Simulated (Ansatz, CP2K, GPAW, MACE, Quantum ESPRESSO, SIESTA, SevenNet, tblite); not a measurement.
## Running bare YIn3 nanowire along [111] (31 atoms) with Quantum ESPRESSO

Wanted: Quantum ESPRESSO inputs and outputs for bare YIn3 nanowire along [111] (31 atoms), checked against a plane-wave reference.

Main program and level: Quantum ESPRESSO 7.5; the method is named at each step.

## Step 1: Set-up

The cell holds 31 atoms: 24 In and 7 Y. Its edges and angles: a = 21.758 Å, b = 21.390 Å, c = 7.967 Å, α = 90.0°, β = 90.0°, γ = 90.0°. It derives from YIn3 (Cu3Au-type). Round section of size parameter 5.53 Å cut from Cu3Au-type YIn3 (cell 4.6, 4.6, 4.6, 90, 90, 90) along [111], 1 period, 12 Å of vacuum; not relaxed, displaced by a Gaussian of 0.02 Å. Then every atom was moved at random, 0.05 Å r.m.s. a Cartesian component. Vacuum lies along a and b. The structure's axis is c.

The yardstick, on the same geometry:

| Quantity | Value |
| --- | --- |
| method | Kohn-Sham DFT, PBE, PAW, plane waves (Ansatz 0.2.0); cutoff 420 eV, Γ point, fermi-dirac smearing of 0.05 eV; PAW set soft_2 |
| r.m.s. force component | 0.2829 eV/Å |
| longest force | 1.103 eV/Å |
| SCF cycles | 11 |
| time | 14 s on 8 threads of Arm Neoverse V2, shared host |
| CPU time | 1.7 min |

## Step 2: PBE, sssp-1.3.0-efficiency, 45/360 Ry

Method: Kohn-Sham DFT, PBE, SSSP efficiency 1.3.0 pseudopotentials, plane waves.

Contents of pw.in:

```
&control
  calculation = 'scf'
  pseudo_dir = './pseudo'
  outdir = './tmp'
  disk_io = 'none'
  tprnfor = .true.
/
&system
  ibrav = 0
  nat = 31
  ntyp = 2
  ecutwfc = 45
  ecutrho = 360
  nosym = .true.
  occupations = 'smearing'
  smearing = 'fd'
  degauss = 0.003675
/
&electrons
  conv_thr = 1.5e-07
  electron_maxstep = 100
  mixing_beta = 0.2
  mixing_mode = 'local-TF'
  diagonalization = 'david'
/
ATOMIC_SPECIES
In 114.818 In.upf
Y 88.906 Y.upf
CELL_PARAMETERS angstrom
21.75807 0.00000 0.00000
0.00000 21.38971 0.00000
0.00000 0.00000 7.96743
ATOMIC_POSITIONS crystal
In 0.42278 0.45343 0.34226
In 0.27630 0.45677 0.34866
In 0.35261 0.32214 0.34214
In 0.42597 0.27649 0.66615
Y 0.34868 0.41088 0.67365
In 0.42255 0.36447 0.99655
In 0.41997 0.72088 0.32019
Y 0.35020 0.58378 0.34195
In 0.27404 0.54421 0.66713
In 0.42679 0.54489 0.66012
In 0.35513 0.67793 0.68697
In 0.42909 0.63075 0.99134
In 0.35056 0.49973 0.99180
In 0.72606 0.45313 0.33226
In 0.57822 0.45701 0.31441
In 0.64812 0.32293 0.33088
Y 0.49994 0.32473 0.32507
In 0.57159 0.28290 0.68271
In 0.50256 0.41319 0.66794
Y 0.65282 0.40910 0.66781
In 0.57707 0.37034 0.98942
Y 0.49760 0.49684 0.00689
In 0.50045 0.59019 0.32962
In 0.57203 0.72236 0.32834
Y 0.64626 0.58557 0.33775
In 0.57549 0.54049 0.67812
In 0.72064 0.54691 0.67832
In 0.64763 0.67871 0.66973
Y 0.49616 0.67869 0.65861
In 0.57490 0.62957 0.99644
In 0.65026 0.49870 0.00885
K_POINTS gamma
```

Command:

```bash
OMP_NUM_THREADS=1 mpirun -np 4 pw.x -in pw.in > output.txt
```

The log of the run:

```text
Program PWSCF
     gamma-point specific algorithms are used
     one sub-group per band group will be used
     scalapack distributed-memory algorithm (size of sub-group:  2*  2 procs)
     Parallelization info
     sticks:   dense  smooth     PW     G-vecs:    dense   smooth      PW
     Min       11899    5952   1486               721589   255115   31879
     Max       11902    5956   1488               721592   255116   31882
     Sum       47601   23815   5949              2886363  1020463  127521
     bravais-lattice index     =            0
     lattice parameter (alat)  =      41.1168  a.u.
     unit-cell volume          =   25023.0431 (a.u.)^3
     number of atoms/cell      =           31
     number of atomic types    =            2
     number of electrons       =       389.00
     number of Kohn-Sham states=          234
     kinetic-energy cutoff     =      45.0000  Ry
     charge density cutoff     =     360.0000  Ry
     scf convergence threshold =      1.5E-07
     mixing beta               =       0.2000
     number of iterations used =            8  local-TF  mixing
     Exchange-correlation= SLA  PW   PBE  PBE
                           (   1   4   3   4   0   0   0)
     crystal axes: (cart. coord. in units of alat)
               a(1) = (   1.000000   0.000000   0.000000 )
               a(2) = (   0.000000   0.983070   0.000000 )
               a(3) = (   0.000000   0.000000   0.366183 )
     reciprocal axes: (cart. coord. in units 2 pi/alat)
               b(1) = (  1.000000  0.000000  0.000000 )
               b(2) = (  0.000000  1.017221  0.000000 )
               b(3) = (  0.000000  0.000000  2.730877 )
     PseudoPot. # 1 for In:
     Pseudo is Ultrasoft + core correction, Zval = 13.0
     PseudoPot. # 2 for Y :
     Pseudo is Ultrasoft + core correction, Zval = 11.0
     atomic species   valence    mass     pseudopotential
     In               13.00   114.81800     In( 1.00)
     Y                11.00    88.90600     Y ( 1.00)
     No symmetry found
   Cartesian axes
     number of k points=     1  Fermi-Dirac smearing, width (Ry)=  0.0037
                       cart. coord. in units 2pi/alat
        k(    1) = (   0.0000000   0.0000000   0.0000000), wk =   2.0000000
     Dense  grid:  1443182 G-vectors     FFT dimensions: ( 250, 250,  96)
     Smooth grid:   510232 G-vectors     FFT dimensions: ( 180, 180,  72)
     Check: negative core charge=   -0.000001
     Initial potential from superposition of free atoms
     starting charge     388.8794, renormalised to     389.0000
     negative rho (up, down):  3.051E-01 0.000E+00
     Starting wfcs are  307 randomized atomic wfcs
     Self-consistent Calculation
     iteration #  1     ecut=    45.00 Ry     beta= 0.20
     Threshold (ethr) on eigenvalues was too large:
     Diagonalizing with lowered threshold
     negative rho (up, down):  3.036E-01 0.000E+00
     total energy              =   -4088.80654550 Ry
     estimated scf accuracy    <       3.17236598 Ry
     iteration #  2     ecut=    45.00 Ry     beta= 0.20
     negative rho (up, down):  3.001E-01 0.000E+00
     total energy              =   -4088.40121099 Ry
     estimated scf accuracy    <       2.32025628 Ry
     iteration #  3     ecut=    45.00 Ry     beta= 0.20
     negative rho (up, down):  3.004E-01 0.000E+00
     total energy              =   -4088.55991585 Ry
     estimated scf accuracy    <       0.23451680 Ry
     iteration #  4     ecut=    45.00 Ry     beta= 0.20
     negative rho (up, down):  3.015E-01 0.000E+00
     total energy              =   -4088.56071494 Ry
     estimated scf accuracy    <       0.12193385 Ry
     iteration #  5     ecut=    45.00 Ry     beta= 0.20
     negative rho (up, down):  3.016E-01 0.000E+00
     total energy              =   -4088.56535168 Ry
     estimated scf accuracy    <       0.07983446 Ry
     iteration #  6     ecut=    45.00 Ry     beta= 0.20
[...]
total energy              =   -4088.55980313 Ry
     estimated scf accuracy    <       0.05374216 Ry
[...]
c_bands:  1 eigenvalues not converged
[...]
c_bands:  1 eigenvalues not converged
[...]
total energy              =   -4088.55275197 Ry
[...]
iteration # 19     ecut=    45.00 Ry     beta= 0.20
[...]
total energy              =   -4088.55275229 Ry
     estimated scf accuracy    <       0.00000045 Ry
     iteration # 20     ecut=    45.00 Ry     beta= 0.20
     negative rho (up, down):  3.025E-01 0.000E+00
     total energy              =   -4088.55275256 Ry
     estimated scf accuracy    <       0.00000025 Ry
     iteration # 21     ecut=    45.00 Ry     beta= 0.20
     negative rho (up, down):  3.025E-01 0.000E+00
     End of self-consistent calculation
          k = 0.0000 0.0000 0.0000 ( 63761 PWs)   bands (ev):
   -44.2300 -44.1872 -44.1585 -44.1540 -44.1062 -44.0818 -43.4597 -24.2825
   -24.2373 -24.2197 -24.2112 -24.2007 -24.1880 -24.1691 -24.1614 -24.1456
   -24.1427 -24.1406 -24.1343 -24.1291 -24.1047 -24.0847 -24.0760 -24.0637
   -24.0515 -23.5432 -23.5042 -23.4970 -15.3638 -15.3561 -15.3536 -15.3230
   -15.3167 -15.3036 -15.2980 -15.2734 -15.2619 -15.2420 -15.2355 -15.2254
   -15.2135 -15.2081 -15.2011 -15.1991 -15.1888 -15.1845 -15.1832 -15.1786
[...]
0.5788   0.6008   0.6693   0.7110   0.8097   0.8284   0.8477   0.9103
     0.9621   1.0911   1.1727   1.2454   1.3779   1.4069   1.4339   1.4766
     1.5804   1.6888   1.7005   1.7724   1.8500   1.9653   2.0339   2.0680
     2.2373   2.2829
     the Fermi energy is    -0.6863 ev
!    total energy              =   -4088.55275270 Ry
     estimated scf accuracy    <       0.00000007 Ry
     smearing contrib. (-TS)   =      -0.01884655 Ry
     internal energy E=F+TS    =   -4088.53390615 Ry
     The total energy is F=E-TS. E is the sum of the following terms:
     one-electron contribution =  -17419.20517810 Ry
     hartree contribution      =    8859.04341177 Ry
     xc contribution           =   -1295.96118961 Ry
     ewald contribution        =    5767.58904979 Ry
     convergence has been achieved in  21 iterations
     negative rho (up, down):  3.025E-01 0.000E+00
     Forces acting on atoms (cartesian axes, Ry/au):
     atom    1 type  1   force =     0.01488812    0.00291516    0.00306658
     atom    2 type  1   force =    -0.00359186   -0.01118549   -0.01819173
     atom    3 type  1   force =    -0.00897307    0.00452743   -0.00876802
     atom    4 type  1   force =     0.00387092    0.00965719    0.00923008
     atom    5 type  2   force =     0.00789610   -0.00192528    0.00118033
     atom    6 type  1   force =    -0.00825943   -0.01411498    0.00047692
[...]
atom   29 type  2   force =     0.02179119   -0.00544397   -0.00033823
     atom   30 type  1   force =     0.01458934    0.02273073   -0.00155049
     atom   31 type  1   force =     0.02956957    0.00130706   -0.01373381
     Total force =     0.106746     Total SCF correction =     0.000913
     Message from routine punch:
     Nothing written, as per user request (disk_io='none')
```

It took 6.1 min on 4 MPI ranks of Arm Neoverse V2, shared host; peak memory 7.2 GiB.

Banners, paths, timers and routine set-up lines are dropped from the logs unmarked, and long logs keep their key lines alone; longer cuts are marked.

Against the reference:

* r.m.s. force component: 0.2846 eV/Å
* r.m.s. difference of force components: 3.647 meV/Å
* longest difference of force vectors: 10.4 meV/Å
* force difference over r.m.s. force: 1.289 %
* slope of forces against the reference's: 1.006
* correlation of force components: 0.9999

Length of the force difference by element (eV/Å):

```
element  atoms    mean    most
     In     24  0.0068   0.010
      Y      7   0.003  0.0046
```

Local excerpt of 13 atoms (numbers count through the whole input) about In15, which bears the longest force; x, y, z are measured from there.

```
atom      x      y      z  distance (Å)  bonds     Fx     Fy  Fz (eV/Å)
In15   0.00   0.00   0.00          0.00     12  -0.35  -0.36       0.98
In31   1.57   0.89  -2.43          3.03      9   0.76   0.03      -0.35
 Y25   1.48   2.75   0.19          3.13     12   0.15   0.24      -0.07
 Y22  -1.75   0.85  -2.45          3.13     18  -0.10   0.03       0.01
In21  -0.03  -1.85  -2.59          3.18      9   0.15  -0.58       0.46
In14   3.22  -0.08   0.14          3.22      6  -0.04  -0.03      -0.05
In16   1.52  -2.87   0.13          3.25      6   0.09   0.08      -0.06
 Y17  -1.70  -2.83   0.08          3.30     12   0.21   0.18       0.00
In23  -1.69   2.85   0.12          3.32     12  -0.11  -0.17       0.37
 In1  -3.38  -0.08   0.22          3.39     12   0.38   0.07       0.08
In19  -1.65  -0.94   2.82          3.39     12  -0.30   0.08      -0.46
In26  -0.06   1.79   2.90          3.40     12  -0.29   0.22      -0.47
 Y20   1.62  -1.02   2.82          3.41     12   0.00   0.25      -0.26
```

Forces lie 1.3 % from the reference's, at 14 times its CPU time (on 4 against 8 cores).

## Step 3: PBE, sssp-1.3.0-efficiency, 30/240 Ry

Method: Kohn-Sham DFT, PBE, SSSP efficiency 1.3.0 pseudopotentials, plane waves.

pw.in: that of step 2 with these lines changed.

```diff
@@ -11,4 +11,4 @@
   ntyp = 2
-  ecutwfc = 45
-  ecutrho = 360
+  ecutwfc = 30
+  ecutrho = 240
   nosym = .true.
```

The log of the run:

```text
[banner, memory and clock lines left out]
Program PWSCF
     gamma-point specific algorithms are used
     one sub-group per band group will be used
     bravais-lattice index     =            0
     lattice parameter (alat)  =      41.1168  a.u.
     unit-cell volume          =   25023.0431 (a.u.)^3
     number of atoms/cell      =           31
     number of atomic types    =            2
[... lines left out ...]
     scf convergence threshold =      1.5E-07
[... lines left out ...]
     number of k points=     1  Fermi-Dirac smearing, width (Ry)=  0.0037
[... lines left out ...]
     total energy              =   -4088.65285440 Ry
[... lines left out ...]
     total energy              =   -4088.25849732 Ry
[... lines left out ...]
     total energy              =   -4088.40677592 Ry
[... lines left out ...]
     c_bands:  1 eigenvalues not converged
[... lines left out ...]
     c_bands:  1 eigenvalues not converged
[... lines left out ...]
     total energy              =   -4088.39465773 Ry
[... lines left out ...]
     iteration # 19     ecut=    30.00 Ry     beta= 0.20
[...]
total energy              =   -4088.39465965 Ry
     estimated scf accuracy    <       0.00000055 Ry
     iteration # 20     ecut=    30.00 Ry     beta= 0.20
     negative rho (up, down):  3.099E-01 0.000E+00
     End of self-consistent calculation
          k = 0.0000 0.0000 0.0000 ( 34706 PWs)   bands (ev):
   -44.2317 -44.1890 -44.1607 -44.1564 -44.1081 -44.0839 -43.4667 -24.2836
   -24.2387 -24.2214 -24.2131 -24.2023 -24.1892 -24.1703 -24.1627 -24.1475
   -24.1442 -24.1423 -24.1363 -24.1310 -24.1067 -24.0862 -24.0777 -24.0655
[...]
0.9678   1.0960   1.1741   1.2579   1.3795   1.4085   1.4354   1.4776
     1.5861   1.6985   1.7107   1.7784   1.8547   1.9709   2.0398   2.0733
     2.2469   2.2925
     the Fermi energy is    -0.6848 ev
!    total energy              =   -4088.39465958 Ry
     estimated scf accuracy    <       0.00000014 Ry
     smearing contrib. (-TS)   =      -0.01885670 Ry
     internal energy E=F+TS    =   -4088.37580288 Ry
     The total energy is F=E-TS. E is the sum of the following terms:
     one-electron contribution =  -17419.44652826 Ry
     hartree contribution      =    8859.73528542 Ry
     xc contribution           =   -1296.25360983 Ry
     ewald contribution        =    5767.58904980 Ry
     convergence has been achieved in  20 iterations
     negative rho (up, down):  3.099E-01 0.000E+00
     Forces acting on atoms (cartesian axes, Ry/au):
     atom    1 type  1   force =     0.01483897    0.00280892    0.00292693
     atom    2 type  1   force =    -0.00452197   -0.01142297   -0.01846592
     atom    3 type  1   force =    -0.00953329    0.00388960   -0.00895409
[...]
atom   30 type  1   force =     0.01492888    0.02334705   -0.00149577
     atom   31 type  1   force =     0.03045032    0.00149199   -0.01423018
     Total force =     0.108347     Total SCF correction =     0.000965
     Message from routine punch:
     Nothing written, as per user request (disk_io='none')
```

Wall time 3 min (4 MPI ranks); peak memory 4 GiB.

Numbers from this run, and their distance from the reference:

* r.m.s. force component: 0.2889 eV/Å
* r.m.s. difference of force components: 12.58 meV/Å
* longest difference of force vectors: 34.68 meV/Å
* force difference over r.m.s. force: 4.446 %
* slope of forces against the reference's: 1.02
* correlation of force components: 0.9992
* energy less the same-level run's: 69.39 meV/atom
* r.m.s. force difference from the same-level run: 9.754 meV/Å

This is a coarse setting, run to see what it loses.

Against the first run (1.3 %), the force difference from the reference is 4.4 %, at 0.49 times the CPU time: the cutoff matters here.

## Step 4: The ladder

Differences are against the plane-wave reference, forces as r.m.s. over components; share is that over the reference's r.m.s. force, slope the least-squares factor from reference forces to these. Total energies of different programs have different zeros and aren't compared.

```
                                              run  Δ force, r.m.s. (meV/Å)  share (%)  slope  cores  CPU time  memory (GiB)
                                        reference                        -          -      -      8   1.7 min           3.1
         QE PBE, sssp-1.3.0-efficiency, 45/360 Ry                     3.65       1.29  1.006      4    25 min           7.2
QE PBE, sssp-1.3.0-efficiency, 30/240 Ry (coarse)                     12.6       4.45  1.020      4    12 min           4.0
```

Rows marked coarse were listed beforehand as settings not expected to be converged; some can still land near the reference.

CPU time is summed over cores on a shared host, where runs went side by side, so it is rough. Symmetry, cutoffs, thresholds, outputs and thread counts weren't matched or tuned between programs; memory under MPI is the largest rank's times the ranks.

Within one program, basis, potentials and functional, energies share a zero. Each run against its twin at the usual cutoff or grid and solver:

```
                                     run                              twin  Δ energy (meV/atom)  Δ force, r.m.s. (meV/Å)  CPU time over the twin's
QE PBE, sssp-1.3.0-efficiency, 30/240 Ry  sssp-1.3.0-efficiency, 45/360 Ry                 69.4                     9.75                      0.49
```

## Step 5: Summary of results

```json
{"nearest in forces": "QE PBE, sssp-1.3.0-efficiency, 45/360 Ry, 1.3 %", "its CPU time": "25 min"}
```

PBE on plane waves or a grid with other potentials, cutoffs or grids, coarse settings apart, differs from the reference by 1.3 % (QE PBE, sssp-1.3.0-efficiency, 45/360 Ry) of the r.m.s. force; this holds the reference's own error, so differences of a few per cent don't tell which side is nearer the exact PBE result (QE's 45 Ry are 612 eV, against the reference's 420 eV). Runs with settings chosen to be coarse differ by 4.4 % (QE PBE, sssp-1.3.0-efficiency, 30/240 Ry), their programs' other errors included. None of the electronic-structure runs in the table takes under half the reference's CPU time of 1.7 min; they take 7.0 to 14 times as much. The electron count is odd in these runs, and they have no spin polarisation, so the unpaired electron is spread evenly over both spins. The electron count is odd and the run has no spin polarisation, so levels at the top are partly filled by construction. The electronic-structure runs sample only Γ, in a cell whose periodic width is 8 Å, which is coarse for a cell with partly filled levels.

[Also dropped from logs without a mark: logging warnings of Python, and SIESTA's first energy breakdown and zero terms.]

[Logs are printed without paths, hosts, clocks, repeated set-up lines and the standing remarks that a program may print on its own settings, such as how far it seeks lower states.]

[Hosts, paths, dates, database ids (printed as entryN), source tags and the programs' standing remarks are cut or masked in the printed files.]
